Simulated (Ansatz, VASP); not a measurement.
## One calculation of Cu, two programs

INCAR

```
PREC = Accurate ; ENCUT = 520
EDIFF = 1E-6 ; ISMEAR = 0
SIGMA = 0.1 ; LREAL = False
LASPH = True ; NELM = 100
ALGO = Normal ; ISIF = 2
LWAVE = False ; LCHARG = True
GGA = PS ; LELF = True
LVHAR = True ; NBANDS = 12
```

File KPOINTS:

```
regular mesh
0
Gamma
  8 8 8
```

Contents of POSCAR:

```
Cu
1.0
    0.0000000000      1.7887153358      1.7887153358
    1.7887153358      0.0000000000      1.7887153358
    1.7887153358      1.7887153358      0.0000000000
Cu
1
Direct
    0.0000000000      0.0000000000      0.0000000000
```

Input for Ansatz:

```yaml
crystal:
  lattice:
    - [0.0, 1.7887153358, 1.7887153358]
    - [1.7887153358, 0.0, 1.7887153358]
    - [1.7887153358, 1.7887153358, 0.0]
  atoms:
    - { symbol: Cu, position: [0.0, 0.0, 0.0] }
basis:
  ecutwfc: 420
kpoints:
  mp_grid: { grid: [8, 8, 8] }
hamiltonian:
  xc: pbesol
scf:
  occupations: { method: gaussian, width: 0.1 }
output:
  forces: true
  stress: true
  eigenvalues: true
```

Alike in both runs: task single point; functional PBEsol; k mesh 8 × 8 × 8; occupations gaussian, width 0.1 eV; no spin polarisation.

```csv
,VASP,Ansatz
version,VASP 6.6.1,Ansatz 0.2.0
potentials or method,"VASP PAW PBE potentials, release 64 (Cu)","scalar-relativistic, plane waves, PAW"
plane-wave cutoff (eV),520,420
valence electrons in the cell,11,19
```

VASP gave:

| Property | Result |
| --- | --- |
| gap on the k mesh at the Fermi level (eV) | none |
| pressure (GPa) | -0.3 |

Problem. What did Ansatz give for the same quantities?

Solution. gap on the k mesh at the Fermi level (eV): none; pressure (GPa): -1.0.

A gap of «none» marks a metal or a gap that the smearing closes. The two sets of potentials don't hold the same shells in valence.

Caveats: the k mesh is coarse (spacing up to 0.38 Å⁻¹), so the values aren't converged; the PAW data sets were made with another functional, which shifts forces and pressure a little (VASP).
